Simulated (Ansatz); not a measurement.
**Zr5Si6O24: frames of a relaxation, V_Zr, charge -1, atoms relaxed at the host's cell**

Computed with the plane-wave PAW code Ansatz (scalar-relativistic, PAW set soft_2): PBEsol, collinear spin, 420 eV cutoff, k-mesh 2×2×2.

Positions in Å and forces in eV/Å; free energies count from the last frame, uniform background for the charge.

```
35
Lattice="0.000 -6.616 0.000 6.616 0.000 0.000 -3.308 3.308 8.965" Properties=species:S:1:pos:R:3:forces:R:3 pbc="T T T" step=1 dE=0.068eV
Zr   -0.006    0.002    5.977   -0.008   -0.008    0.142
Zr   -0.006    0.001   -0.004    0.008    0.009   -0.119
Zr   -0.006   -3.307    1.476   -0.099    0.005   -0.038
Zr    3.302    0.002    4.497   -0.016   -0.054   -0.067
Zr   -0.006   -3.307    7.469   -0.003    0.004    0.038
Si    3.302   -3.307    0.004   -0.385    0.005    0.289
Si   -0.006    0.001    2.986    0.017   -0.007   -0.039
Si    3.302   -3.306    5.969   -0.037   -0.522   -0.224
Si    3.302    0.001    1.429   -0.014   -0.009    1.064
Si   -0.006   -3.307    4.544   -0.193    0.013   -1.221
Si    3.302    0.001    7.469    0.015   -0.022    0.000
O    -0.006   -1.223    7.878   -0.028   -0.091   -0.176
O    -0.006   -1.206    1.887   -0.014    0.195   -0.022
O     3.284   -4.622    5.049    0.055    0.011    0.193
O     4.524    0.001    0.376   -0.002   -0.022   -0.055
O     1.106   -3.300    3.345   -0.445   -0.019    0.465
O    -2.077    0.002    6.416    0.070    0.008    0.033
O     2.081    0.001    0.376   -0.004   -0.022   -0.090
O    -1.131   -3.304    3.337    0.663   -0.004    0.731
O     2.065    0.002    6.416   -0.072   -0.011    0.034
O    -0.006   -5.408    1.886   -0.001   -0.177   -0.010
O     3.301   -2.006    5.069    0.009    0.722   -0.342
O    -0.006    1.225    7.877   -0.004    0.095   -0.192
O     1.987   -3.294    0.921    0.003   -0.031   -0.171
O    -1.213    0.002    4.086    0.137    0.010    0.011
O     2.078   -3.306    7.061   -0.119   -0.030    0.210
O     3.291   -5.479    2.606    0.028   -0.617   -0.295
O    -0.006   -2.085    5.597   -0.012   -0.026    0.027
O     3.302    1.238    8.523   -0.026    0.055   -0.040
O     3.297   -1.119    2.626    0.008    0.606   -0.456
O    -0.007   -4.528    5.597   -0.013    0.028    0.006
O     3.302   -1.236    8.522   -0.007   -0.055   -0.040
O     1.201    0.002    4.087   -0.173   -0.004    0.023
O    -2.090   -3.307    7.061    0.107   -0.052    0.161
O     4.600   -3.311    0.917    0.554    0.015    0.170
```

```
35
Lattice="0.000 -6.616 0.000 6.616 0.000 0.000 -3.308 3.308 8.965" Properties=species:S:1:pos:R:3:forces:R:3 pbc="T T T" step=2 dE=0.025eV
Zr   -0.009    0.000    5.982    0.002    0.002    0.006
Zr   -0.006    0.001   -0.010   -0.001    0.006   -0.015
Zr   -0.003   -3.307    1.475   -0.059    0.003   -0.037
Zr    3.300    0.006    4.498   -0.011   -0.025   -0.031
Zr   -0.007   -3.308    7.471    0.001    0.001   -0.010
Si    3.306   -3.307    0.007   -0.266    0.006    0.278
Si   -0.008    0.002    2.985    0.004    0.000    0.005
Si    3.301   -3.302    5.963   -0.033   -0.348   -0.224
Si    3.302    0.000    1.435   -0.017   -0.008    0.623
Si   -0.005   -3.308    4.541   -0.147    0.009   -0.761
Si    3.300    0.000    7.468    0.004   -0.012    0.003
O    -0.006   -1.223    7.877   -0.019   -0.068   -0.102
O    -0.008   -1.201    1.882    0.001    0.044   -0.010
O     3.286   -4.620    5.050    0.038    0.051    0.166
O     4.523   -0.002    0.379    0.001   -0.007   -0.077
O     1.104   -3.303    3.350   -0.221   -0.010    0.277
O    -2.078    0.003    6.417    0.030    0.012    0.046
O     2.081    0.000    0.379   -0.011   -0.016   -0.105
O    -1.121   -3.305    3.343    0.375   -0.003    0.454
O     2.061   -0.001    6.417   -0.019    0.009    0.045
O    -0.005   -5.411    1.882    0.001   -0.044   -0.008
O     3.299   -1.993    5.064    0.007    0.372   -0.150
O    -0.005    1.223    7.876    0.002    0.069   -0.114
O     1.989   -3.296    0.920    0.008   -0.022   -0.142
O    -1.212    0.005    4.087    0.043   -0.002    0.018
O     2.078   -3.306    7.061   -0.082   -0.007    0.136
O     3.294   -5.491    2.612    0.015   -0.324   -0.194
O    -0.007   -2.087    5.596   -0.008    0.010    0.057
O     3.298    1.239    8.520    0.007    0.027   -0.038
O     3.297   -1.111    2.627    0.005    0.320   -0.302
O    -0.009   -4.528    5.596   -0.001    0.000    0.049
O     3.301   -1.238    8.520    0.011   -0.022   -0.045
O     1.194    0.002    4.089   -0.048   -0.002    0.013
O    -2.092   -3.307    7.059    0.081   -0.027    0.120
O     4.613   -3.311    0.915    0.305    0.011    0.070
```

```
35
Lattice="0.000 -6.616 0.000 6.616 0.000 0.000 -3.308 3.308 8.965" Properties=species:S:1:pos:R:3:forces:R:3 pbc="T T T" step=4 dE=0.000eV
Zr   -0.008    0.002    5.988   -0.001    0.000   -0.003
Zr   -0.008    0.002   -0.016    0.000   -0.001    0.003
Zr   -0.008   -3.306    1.474   -0.001    0.000   -0.001
Zr    3.300    0.002    4.497   -0.001    0.001   -0.003
Zr   -0.008   -3.306    7.468    0.002   -0.001    0.003
Si    3.300   -3.306    0.019   -0.001    0.001    0.010
Si   -0.008    0.002    2.986    0.000   -0.002    0.001
Si    3.301   -3.306    5.953   -0.003   -0.002   -0.006
Si    3.300    0.002    1.435   -0.003    0.002    0.004
Si   -0.008   -3.306    4.537    0.001    0.000   -0.005
Si    3.300    0.002    7.469   -0.001    0.000    0.000
O    -0.008   -1.221    7.878    0.001   -0.008   -0.004
O    -0.008   -1.201    1.883    0.004   -0.004   -0.002
O     3.301   -4.631    5.063    0.000    0.002   -0.001
O     4.520    0.002    0.373   -0.002    0.004   -0.007
O     1.103   -3.307    3.361    0.002    0.003    0.001
O    -2.073    0.002    6.423    0.007   -0.001   -0.003
O     2.081    0.001    0.373    0.001   -0.004   -0.004
O    -1.119   -3.305    3.361   -0.001   -0.004    0.001
O     2.058    0.002    6.423   -0.007    0.001   -0.002
O    -0.007   -5.412    1.883   -0.003    0.005    0.000
O     3.300   -1.980    5.064    0.002   -0.003   -0.002
O    -0.008    1.224    7.878    0.002    0.008   -0.005
O     1.974   -3.305    0.908    0.003   -0.002    0.002
O    -1.211    0.003    4.089   -0.005    0.002    0.001
O     2.078   -3.306    7.059   -0.007   -0.001    0.005
O     3.295   -5.503    2.610    0.012   -0.001    0.000
O    -0.007   -2.087    5.599   -0.002    0.000    0.004
O     3.300    1.244    8.514    0.000    0.010    0.000
O     3.303   -1.109    2.611   -0.009   -0.001    0.000
O    -0.008   -4.526    5.598    0.000    0.001    0.005
O     3.300   -1.241    8.514    0.001   -0.008    0.003
O     1.195    0.001    4.089    0.004    0.001    0.000
O    -2.093   -3.306    7.059    0.005    0.001    0.004
O     4.626   -3.306    0.908   -0.001    0.000    0.001
```

Caveats: a carrier lies in a band of the host or at its edge, so the energy may hold band filling.
